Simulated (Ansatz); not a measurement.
# InSb: the cost of one run

Program: Ansatz 0.2.0. Level of theory: DFT LDA, scalar-relativistic, plane waves, PAW. These are calculated values, not measurements.

12 further runs of the same task are left out: 1 that didn't finish, 11 set aside as unsound or not needed.

## Step 1: The structure to begin with

Symmetry: Fm-3m, No. 225, cubic system. The conventional cell has a = 5.981 Å, b = 5.981 Å, c = 5.981 Å, α = 90.00°, β = 90.00°, γ = 90.00°. In (site symmetry m-3m) is surrounded by 6 Sb at 2.99 Å. Sb (site symmetry m-3m) has 6 In at 2.99 Å as nearest neighbours.

Structure file:

```
CELL_PARAMETERS angstrom
0.00000 2.99027 2.99027
2.99027 0.00000 2.99027
2.99027 2.99027 0.00000
ATOMIC_POSITIONS crystal
In 0.00000 0.00000 0.00000
Sb 0.50000 0.50000 0.50000
```

It goes back to an entry of the Materials Project, which need not be the stable form.

This cell was relaxed beforehand with the same method: volume 26.74 Å³/atom, gap on the mesh none (metal).

## Step 2: The scan

The energy is mapped over a normal mode and a strain (zone-centre modes of the cell shown) (x along [1 0 0], y along [0 1 0], z along [0 0 1] of the conventional cell).

First coordinate, amplitude of mode 4 (113 cm⁻¹), largest displacement in the unstrained cell: 11 values from −0.170 Å. Second coordinate, normal strain along x: 7 values from −7.00 %.

Nothing else is relaxed (the pattern is fixed in fractional coordinates). Energies count from the relaxed high-symmetry cell. Points are written as (first, second).

The modes come from a phonon run on the reference cell, made beforehand.

The patterns, per unit of each coordinate (Å):

```csv
atom,x1,y1,z1
In1,1.000,0.000,0.000
Sb2,-0.943,0.000,0.000
```

## Step 3: Grid point (−0.034 Å, −2.33 %)

input.yaml

```yaml
crystal:
  lattice:
    - [0.0, 2.9902672302, 2.9902672302]
    - [2.9205940037, 0.0, 2.9902672302]
    - [2.9205940037, 2.9902672302, 0.0]
  atoms:
    - { symbol: In, position: [0.0056851106, -0.0056851106, -0.0056851106] }
    - { symbol: Sb, position: [0.4946390191, 0.5053609809, 0.5053609809] }
basis:
  ecutwfc: 420
kpoints:
  mp_grid: { grid: [14, 14, 14] }
hamiltonian:
  xc: lda
  pseudopotentials: { kind: paw, azcp: { folder: soft_1 } }
scf:
  occupations: { method: gaussian, width: 0.15 }
output:
  forces: true
  stress: true
  eigenvalues: true
  write_density: true
  write_potential: true
  elf: true
  volumetric_format: npy
```

Launch:

```
ansatz run input.yaml --threads 1 --pin off --max-ram 2048MiB --backend cpu --events-out ev --progress --plain --runs-dir out
```

What time and memory should one allow on 1 thread of Intel Xeon 6975P-C (Granite Rapids), shared host?

About 12 s, with a peak of 0.55 GiB.
